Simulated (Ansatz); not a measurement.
A single-point calculation of Sn (diamond) with the plane-wave code Ansatz, at the level PBE. The cell was relaxed with r2SCAN and then strained (biaxial -3.14 % in x and y, z held), with the atoms relaxed again with r2SCAN; k points keep the names of the unstrained zone.

The input:
```yaml
crystal:
  lattice:
    - [0.0, 3.1813277421, 3.2844597792]
    - [3.1813277421, 0.0, 3.2844597792]
    - [3.1813277421, 3.1813277421, 0.0]
  atoms:
    - { symbol: Sn, position: [0.0, 0.0, 0.0] }
    - { symbol: Sn, position: [0.25, 0.25, 0.25] }
kpoints:
  mp_grid: { grid: [6, 6, 6] }
  band_path:
    path:
      - [0.0, 0.0, 0.0]
      - [0.5, 0.0, 0.5]
      - [0.625, 0.25, 0.625]
      - [0.375, 0.375, 0.75]
      - [0.5, 0.5, 0.5]
      - [0.5, 0.25, 0.75]
    npoints: 1
hamiltonian:
  xc: pbe
scf:
  occupations: { method: fermi_dirac, width: 0.02 }
  n_extra_bands: 4
output:
  forces: true
  stress: true
  eigenvalues: true
```

The log, with set-up remarks and timings taken out:
```
Pseudopotential: Sn, paw, valence charge 14, recommended cutoff 420 eV (normal)
Functional definition: PBE
Crystal: 2 atoms, lattice volume = 66.483 Å³
Basis set: ecut = 420 eV, 1283 PW (Γ)
Bands: 18, of which v1, the nominal top of the filled ones, is band 14 counted from 1 (13 counted from 0)
Symmetry: 16 space group operations
Space group: I41/amd (ITA 141)
k-points: 30 of 216
SCF 1 converged in 6 iterations: F = -12048.289678 eV  dr2 = 1.91e-8
Free energy (F): -12048.289678 eV
Internal energy: -12048.289236 eV  (E = F + TS)
E sigma→0 (E₀):  -12048.289457 eV
Entropy (-TS):   -0.000441 eV (-0.221 meV/atom)
Fermi energy:    8.205150 eV
--- Stress (GPa, compression-positive) ---
        5.082404       0.000000       0.000000
        0.000000       5.082404       0.000000
        0.000000       0.000000       4.159359
  P = ⅓ Tr σ = 4.7747 GPa (47.747 kbar)
```

The file bands.tsv (bands near the Fermi energy, numbered from 0, rounded):
```tsv
# k_distance	band_9	band_10	band_11	band_12	band_13	band_14	band_15	band_16	band_17
# fermi_ev = 8.205150
# [0, 0, 0] at k_distance = 0.000000
# [0.5, 0, 0.5] at k_distance = 0.987510
# [0.625, 0.25, 0.625] at k_distance = 1.331210
# [0.375, 0.375, 0.75] at k_distance = 1.932810
# [0.5, 0.5, 0.5] at k_distance = 2.524943
# [0.5, 0.25, 0.75] at k_distance = 3.212342
# levels_relative_to = fermi_ev
0.000	-21.342	-10.804	-0.463	-0.078	0.147	0.147	2.107	2.107	2.237
0.988	-21.281	-7.577	-7.577	-2.624	-2.624	0.709	0.709	7.847	7.847
1.331	-21.254	-8.014	-7.087	-3.509	-2.257	1.001	3.286	5.851	6.004
1.933	-21.250	-8.056	-7.191	-3.515	-2.070	1.220	3.617	5.832	6.101
2.525	-21.290	-9.122	-6.414	-1.294	-1.056	0.021	3.168	3.303	5.624
3.212	-21.255	-7.569	-7.569	-3.167	-3.167	3.575	3.575	4.157	4.157
```
In order the rows are Γ, X, U, K, L, W.

With PBE the bands overlap by 0.13 eV (counted from 1, band 14 peaks at Γ and band 15 bottoms out at L): no gap. The mean pressure is +4.77 GPa (compression positive), so PBE would enlarge the cell's volume.

The values are computed, spin-unpolarised, and not measurements.

Spin-orbit coupling is left out, which matters wherever the heavy atoms make up the band edges.

Where bands overlap, v1 and c1 are numbered by the electron count and aren't everywhere filled or empty.

Overlapping bands make a metal at that level, for which these meshes are coarse; small forces, stresses and energy differences are uncertain. A small overlap in a semilocal functional can be an artefact that a hybrid or GW lifts.
